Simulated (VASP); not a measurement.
Input of a VASP 6.6.1 run:

File INCAR:

```
  PREC = Accurate
  ENCUT = 520
  EDIFF = 1E-7
  ISMEAR = 0
  SIGMA = 0.1
  LREAL = False
  LASPH = True
  NELM = 100
  ALGO = Fast
  ISIF = 2
  LWAVE = False
  LCHARG = False
  LDIPOL = True
  IDIPOL = 3
  DIPOL = 0.5 0.5 0.263
  GGA = PE
  IVDW = 12
  NBANDS = 72
```

Contents of KPOINTS:

```
Automatic mesh
0
Gamma
  5 5 1
```

The input POSCAR:

```
Pt
1.0
    5.5557316975      0.0000000000      0.0000000000
    0.0000000000      5.5557316975      0.0000000000
    0.0000000000      0.0000000000     22.6352243362
Pt
12
Direct
    0.2500000000      0.2500000000      0.1767157215
    0.2500000000      0.7500000000      0.1767157215
    0.7500000000      0.2500000000      0.1767157215
    0.7500000000      0.7500000000      0.1767157215
    0.0000000000      0.0000000000      0.2625492162
    0.0000000000      0.5000000000      0.2625492162
    0.5000000000      0.0000000000      0.2625492162
    0.5000000000      0.5000000000      0.2625492162
    0.2500000000      0.2500000000      0.3483607769
    0.2500000000      0.7500000000      0.3483607769
    0.7500000000      0.2500000000      0.3483607769
    0.7500000000      0.7500000000      0.3483607769
```

Potentials or basis: VASP PAW PBE potentials, release 64 (Pt).

The run is started by

```console
$ cat potpaw_PBE.64/Pt/POTCAR > POTCAR
$ mpirun -np 1 vasp_std > vasp.out
```

Q: What does it give for the largest force?

A: 0.024 eV/Å.

Q: Estimate the dispersion energy per atom.

A: -0.478 eV.

Forces in eV/Å, atoms in the order of the input:
```
Pt   0.000  0.000  0.024
Pt   0.000  0.000  0.024
Pt   0.000  0.000  0.024
Pt   0.000  0.000  0.024
Pt   0.000  0.000 -0.003
Pt   0.000  0.000 -0.003
Pt   0.000  0.000 -0.003
Pt   0.000  0.000 -0.003
Pt   0.000  0.000 -0.021
Pt   0.000  0.000 -0.021
Pt   0.000  0.000 -0.021
Pt   0.000  0.000 -0.021
```

The run has no spin-orbit coupling, so splittings on Pt are missing.
